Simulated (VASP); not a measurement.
# InAs (Fm-3m) in VASP: notebook, part 2 of 2

VASP 6.6.1. Earlier steps stand in the parts before.

## Step 5: Single point, HSE06

POSCAR

```
InAs
1.0
    0.0000000000      2.8773040000      2.8773040000
    2.8773040000      0.0000000000      2.8773040000
    2.8773040000      2.8773040000      0.0000000000
In As
1 1
Direct
    0.5000000000      0.5000000000      0.5000000000
    0.0000000000      0.0000000000      0.0000000000
```

INCAR.step1

```
SYSTEM = InAs
PREC = Accurate
ENCUT = 300
EDIFF = 1E-5
ISMEAR = 0
SIGMA = 0.01
LREAL = .False.
LASPH = .True.
NELM = 100
ALGO = Normal
ISIF = 2
LWAVE = .True.
NBANDS = 17
NKRED = 1
GGA = PE
```

INCAR.step2

```
SYSTEM = InAs
PREC = Accurate
ENCUT = 300
EDIFF = 1E-6
ISMEAR = 0
SIGMA = 0.01
LREAL = .False.
LASPH = .True.
NELM = 100
ALGO = Normal
ISIF = 2
LWAVE = .False.
LCHARG = .False.
GGA = PE
LHFCALC = .True.
HFSCREEN = 0.2
PRECFOCK = Fast
NBANDS = 17
NKRED = 1
ISTART = 1
```

KPOINTS

```
Automatic mesh
0
Gamma
  5 5 5
  0 0 0
```

Potentials or basis: VASP PAW PBE potentials, release 64 (In_d, As).

On the command line:

```
$ cat potpaw_PBE.64/In_d/POTCAR potpaw_PBE.64/As/POTCAR > POTCAR
$ cp INCAR.step1 INCAR
$ mpirun -np 1 vasp_std > vasp.out
$ cp INCAR.step2 INCAR
$ mpirun -np 1 vasp_std > vasp.out
```

OUTCAR:

```text
SYSTEM = InAs
   PREC = Accurate
   ENCUT = 300
   EDIFF = 1E-6
   ISMEAR = 0
   LREAL = .False.
   LASPH = .True.
   NELM = 100
   ISIF = 2
   GGA = PE
   LHFCALC = .True.
   HFSCREEN = 0.2
   PRECFOCK = Fast
   NKRED = 1
   ISTART = 1

 Found     10 irreducible k-points:

 Following reciprocal coordinates:
            Coordinates               Weight
  0.000000  0.000000  0.000000      1.000000
  0.200000  0.000000  0.000000      8.000000
  0.400000  0.000000  0.000000      8.000000
  0.200000  0.200000  0.000000      6.000000
  0.400000  0.200000  0.000000     24.000000
 -0.400000  0.200000  0.000000     24.000000
   k-points           NKPTS =     10   k-points in BZ     NKDIM =    125   number of bands    NBANDS=     17
   number of dos      NEDOS =    301   number of ions     NIONS =      2
   total plane-waves  NPLWV =  13824
   dimension x,y,z NGX =    24 NGY =   24 NGZ =   24
   dimension x,y,z NGXF=    48 NGYF=   48 NGZF=   48
   ions per type =               1   1
   NGX,Y,Z   is equivalent  to a cutoff of   9.81,  9.81,  9.81 a.u.
   NGXF,Y,Z  is equivalent  to a cutoff of  19.61, 19.61, 19.61 a.u.
 SYSTEM =  InAs
   PREC   = accura    normal or accurate (medium, high low for compatibility)
   ISTART =      1    job   : 0-new  1-cont  2-samecut
   ICHARG =      0    charge: 1-file 2-atom 10-const
   ISPIN  =      1    spin polarized calculation?
   LNONCOLLINEAR =      F non collinear calculations
   LSORBIT =      F    spin-orbit coupling
   LASPH  =      T    aspherical Exc in radial PAW
   ENCUT  =  300.0 eV  22.05 Ry    4.70 a.u.   5.75  5.75  5.75*2*pi/ulx,y,z
   NELM   =    100;   NELMIN=  2; NELMDL=  0     # of ELM steps
   EDIFF  = 0.1E-05   stopping-criterion for ELM
   LREAL  =      F    real-space projection
   EDIFFG = 0.1E-04   stopping-criterion for IOM
   NSW    =      0    number of steps for IOM
   IBRION =     -1    ionic relax: 0-MD 1-quasi-New 2-CG
   NFREE  =      0    steps in history (QN), initial steepest desc. (CG)
   ISIF   =      2    stress and relaxation
   ISYM   =      3    0-nonsym 1-usesym 2-fastsym
   POTIM  = 0.5000    time-step for ionic-motion
   TEBEG  =    0.0;   TEEND  =   0.0 temperature during run
   PSTRESS=    0.0 pullay stress
   NELECT =      18.0000    total number of electrons
   NUPDOWN=      -1.0000    fix difference up-down
   EMIN   =  10.00;   EMAX   =-10.00  energy-range for DOS
   EFERMI =   0.00;   METHOD = LEGACY
   ISMEAR =     0;   SIGMA  =   0.01  broadening in eV -4-tet -1-fermi 0-gaus
   EFERMI_NEDOS =   21; number of points for ismear=-14 and -15
   IALGO  =     38    algorithm
   IMIX   =      1    mixing-type and parameters
     AMIX     =   0.40;   BMIX     =  1.00
     AMIX_MAG =   1.60;   BMIX_MAG =  1.00
  volume/ion in A,a.u.               =      23.82       160.75
  Fermi-wavevector in a.u.,A,eV,Ry     =   1.183505  2.236499 19.057448  1.400683
  Thomas-Fermi vector in A             =   2.319738
   LORBIT       =      0    0 simple, 1 ext, 2 COOP (PROOUT), +10 PAW based schemes
   GGA     = PE    functional components
   LHFCALC =     T    Hartree Fock is set to
   PRECFOCK=fast      Normal, Fast or Accurate (Low or Medium for compatibility)
   ENCUT4O =  -1.0   cutoff for four orbital integrals eV
   NKREDX  =     1    reduce k-point grid by
   NKREDY  =     1    reduce k-point grid by
   NKREDZ  =     1    reduce k-point grid by
   AEXX    =    0.2500 exact exchange contribution
   HFSCREEN=    0.2000 screening length (either q_TF or 0.3 A-1)
   HFSCREENC=   0.2000 screening length for correlation (either q_TF or 0.3 A-1)
   ENCUTFOCK=  -1.0 apply spherical cutoff to Coloumb kernel
   IVDW    =     0    specifies the selected vdW correction
   LEPSILON=     F    determine dielectric tensor
   LRPA    =     F    only Hartree local field effects (RPA)
 non-spin polarized calculation
 Gauss-broadening in eV      SIGMA  =   0.01
  energy-cutoff  :      300.00
  volume of cell :       47.64
 maximum number of plane-waves:       568
  NGX = 14; NGY = 14; NGZ = 14

 number of electron      17.9999988 magnetization

 Free energy of the ion-electron system (eV)
  ---------------------------------------------------
  ext. energy  EPLUGINS =         0.00000000
  ---------------------------------------------------
  free energy    TOTEN  =        -8.64718774 eV

  energy without entropy =       -8.64700142  energy(sigma->0) =       -8.64709458

 E-fermi :   5.7924     XC(G=0):  -8.3677

 val. band max:        5.7561341841   @ k =   0.4000   0.0000   0.0000
 cond. band min:       5.8005208425   @ k =   0.4000   0.0000   0.0000
 fundamental gap:      0.0443866585
 Fermi energy:         5.7923866491

 k-point     1 :       0.0000    0.0000    0.0000
  band No.  band energies     occupation
      1     -10.5944      2.00000
      2     -10.5914      2.00000
      3     -10.5697      2.00000
      4     -10.5669      2.00000
      5     -10.5638      2.00000
      6      -7.7966      2.00000
[... 9 lines left out ...]
     16      14.1498      0.00000
     17      15.1946      0.00000

 k-point     2 :       0.2000    0.0000    0.0000
  band No.  band energies     occupation
      1     -10.6120      2.00000
      2     -10.6077      2.00000
      3     -10.5683      2.00000
      4     -10.5540      2.00000
      5     -10.5469      2.00000
      6      -7.3240      2.00000
[... 9 lines left out ...]
     16      14.6471      0.00000
     17      18.5631      0.00000

 k-point     3 :       0.4000    0.0000    0.0000
  band No.  band energies     occupation
      1     -10.6421      2.00000
      2     -10.6377      2.00000
      3     -10.5720      2.00000
      4     -10.5231      2.00000
      5     -10.5159      2.00000
      6      -6.2048      2.00000
[... 9 lines left out ...]
     16      17.2618      0.00000
     17      20.8790      0.00000

 k-point     4 :       0.2000    0.2000    0.0000
  band No.  band energies     occupation
      1     -10.6580      2.00000
      2     -10.5828      2.00000
      3     -10.5806      2.00000
      4     -10.5440      2.00000
      5     -10.5406      2.00000
      6      -7.1349      2.00000
[... 9 lines left out ...]
     16      16.8619      0.00000
     17      17.2465      0.00000

 k-point     5 :       0.4000    0.2000    0.0000
  band No.  band energies     occupation
      1     -10.7107      2.00000
      2     -10.5998      2.00000
      3     -10.5778      2.00000
      4     -10.5288      2.00000
      5     -10.5117      2.00000
      6      -6.1410      2.00000
[... 9 lines left out ...]
     16      18.5543      0.00000
     17      20.6265      0.00000

 k-point     6 :      -0.4000    0.2000    0.0000
  band No.  band energies     occupation
      1     -10.6977      2.00000
      2     -10.6281      2.00000
      3     -10.5589      2.00000
      4     -10.5330      2.00000
      5     -10.5112      2.00000
      6      -5.5716      2.00000
[... 9 lines left out ...]
     16      17.2072      0.00000
     17      21.0744      0.00000

 [... further k-points ...]

------------------------ aborting loop because EDIFF is reached ----------------------------------------

  FORCE on cell =-STRESS in cart. coord.  units (eV):
  Direction    XX          YY          ZZ          XY          YZ          ZX
  --------------------------------------------------------------------------------------
  -------------------------------------------------------------------------------------
  Total       -0.8161916     -0.8161916     -0.8161916      0.0000000      0.0000000      0.0000000
  in kB      -27.4482998    -27.4482998    -27.4482998      0.0000000      0.0000000      0.0000000
  external PRESSURE =     -27.4482998 kB  Pullay stress =       0.0000000 kB

 VOLUME and BASIS-vectors are now :
 -----------------------------------------------------------------------------
  energy-cutoff  :      300.00
  volume of cell :       47.64
      direct lattice vectors                 reciprocal lattice vectors
     0.000000000  2.877304000  2.877304000    -0.173773783  0.173773783  0.173773783
     2.877304000  0.000000000  2.877304000     0.173773783 -0.173773783  0.173773783
     2.877304000  2.877304000  0.000000000     0.173773783  0.173773783 -0.173773783

 POSITION                                       TOTAL-FORCE (eV/Angst)
 -----------------------------------------------------------------------------------
      2.87730      2.87730      2.87730        -0.000000      0.000000     -0.000000
      0.00000      0.00000      0.00000         0.000000      0.000000      0.000000
 -----------------------------------------------------------------------------------
    total drift:                                0.000030     -0.000015     -0.000005

  FREE ENERGIE OF THE ION-ELECTRON SYSTEM (eV)
  ---------------------------------------------------
  free  energy   TOTEN  =        -8.6471877360 eV

  energy  without entropy=       -8.6470014178  energy(sigma->0) =       -8.64709458
```

Run time: 2.7 min. Hardware: 1 thread of Intel Xeon 6975P-C (Granite Rapids), shared host; peak memory 0.24 GiB.

These settings aren't checked as converged: the numbers below hold their error.

What came out:

```yaml
Free_energy: -8.6472 eV
Pressure: -2.7 GPa
Band_gap_on_the_k_mesh: none (metal or under the smearing width)
```

Caveat: the k mesh is coarse (spacing up to 0.38 Å⁻¹), so the values aren't converged, least of all with exact exchange; the PAW data sets were made with another functional, which shifts forces and pressure a little.

## Step 6: Single point, HSE06

POSCAR is that of step 5.

INCAR.step1, as its differences from that of step 5:

```diff
@@ -2,3 +2,3 @@
 PREC = Accurate
-ENCUT = 300
+ENCUT = 250
 EDIFF = 1E-5
```

INCAR.step2, as its differences from that of step 5:

```diff
@@ -2,3 +2,3 @@
 PREC = Accurate
-ENCUT = 300
+ENCUT = 250
 EDIFF = 1E-6
```

KPOINTS

```
Automatic mesh
0
Gamma
  6 6 6
  0 0 0
```

Potentials or basis: VASP PAW PBE potentials, release 64 (In_d, As).

On the command line:

```
$ cat potpaw_PBE.64/In_d/POTCAR potpaw_PBE.64/As/POTCAR > POTCAR
$ cp INCAR.step1 INCAR
$ mpirun -np 1 vasp_std > vasp.out
$ cp INCAR.step2 INCAR
$ mpirun -np 1 vasp_std > vasp.out
```

Wall time 4.7 min (1 thread of Intel Xeon 6975P-C (Granite Rapids), shared host); peak memory 0.24 GiB.

The run converged, but some of its settings lie outside the range that counts as converged, so its numbers aren't taken as properties of the crystal.

Results:

* Free energy: -8.6855 eV
* Band gap on the k mesh: none (metal or under the smearing width)

Caveat: the cutoff is under 1.25 times the usual one of these potentials, so pressure, stress and relaxed cells hold a basis-set (Pulay) error; the PAW data sets were made with another functional, which shifts forces and pressure a little.
